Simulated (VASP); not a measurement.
# SiC: transport in the constant relaxation-time approximation, 8 variants

SiC, F-43m (no. 216), 2 atoms in the cell.

| Functional | Variation | Electron mobility at 300 K (cm^2/(V s)) | Hole mobility at 300 K (cm^2/(V s)) | Electron density for that mobility (10^18 cm^-3) | Hole density for that mobility (10^18 cm^-3) | Seebeck coefficient under electron doping at 300 K (uV/K) | Time (s) |
|---|---|---|---|---|---|---|---|
| PBE | as recommended | 82 | 31 | 1.00 | 1.00 | -421 | 36 |
| PBEsol | as recommended | 83 | 31 | 1.00 | 1.00 | -419 | 33 |
| LDA | as recommended | 81 | 31 | 1.00 | 1.00 | -422 | 32 |
| r2SCAN | as recommended | 83 | 32 | 1.00 | 1.00 | -418 | 86 |
| PBE | scan of the chemical potential | 82 | – | 0.34 | – | -512 | 28 |
| PBE | range of temperatures, another relaxation time | 41 | 15 | 1.00 | 1.00 | -421 | 44 |
| PBE | linear energy grid | 82 | 31 | 1.00 | 1.00 | -421 | 27 |
| PBE | carriers typed another way | 68 | 30 | 48.33 | 48.33 | -122 | 31 |

Limits: Conductivity, mobility and heat conductivity scale with the typed relaxation time, here the same at all temperatures, so the change of scattering with temperature is missing; the values aren't converged in the dense mesh: a finer one can change them by tens of percent; row 7: on the linear energy grid this version miscounts the few carriers of a semiconductor, so its mobilities here are the conductivity over the typed density.

## Input of the first row

INCAR:
```
SYSTEM = SiC
PREC = Accurate
ENCUT = 520
EDIFF = 1E-8
LREAL = .False.
LASPH = .True.
LWAVE = .False.
LCHARG = .False.
ALGO = Normal
NELM = 100
ISMEAR = 0
SIGMA = 0.01
EFERMI = MIDGAP
GGA = PE
ELPH_MODE = TRANSPORT
ELPH_SCATTERING_APPROX = CRTA
TRANSPORT_RELAXATION_TIME = 1E-14
ELPH_ISMEAR = -24
ELPH_SELFEN_TEMPS = 150 300 450 600
ELPH_SELFEN_CARRIER_DEN = -1e19 -1e18 -1e16 1e16 1e18 1e19
TRANSPORT_NEDOS = 2001
ELPH_FERMI_NEDOS = 2001
KPAR = 4
```

KPOINTS:
```
k-points
0
Gamma
  8 8 8
```

KPOINTS_ELPH:
```
Automatic mesh
0
Gamma
  42 42 42
  0 0 0
```

POSCAR:
```
SiC
1.0
    0.0000000000      2.1790000000      2.1790000000
    2.1790000000      0.0000000000      2.1790000000
    2.1790000000      2.1790000000      0.0000000000
Si C
1 1
Direct
    0.0000000000      0.0000000000      0.0000000000
    0.7500000000      0.7500000000      0.7500000000
```

Commands:
```
cat potpaw_PBE.64/Si/POTCAR potpaw_PBE.64/C/POTCAR > POTCAR
mpirun -np 4 vasp_std > vasp.out
```

Changes of the last row against the first:
```
- ELPH_SELFEN_CARRIER_DEN = -1e19 -1e18 -1e16 1e16 1e18 1e19
+ ELPH_SELFEN_CARRIER_PER_CELL = -0.05 -0.01 -0.001 0.001 0.01 0.05
```

VASP 6.6.1 took 36 s on 4 cores (Intel Xeon Platinum 8488C (Sapphire Rapids)), a shared host.
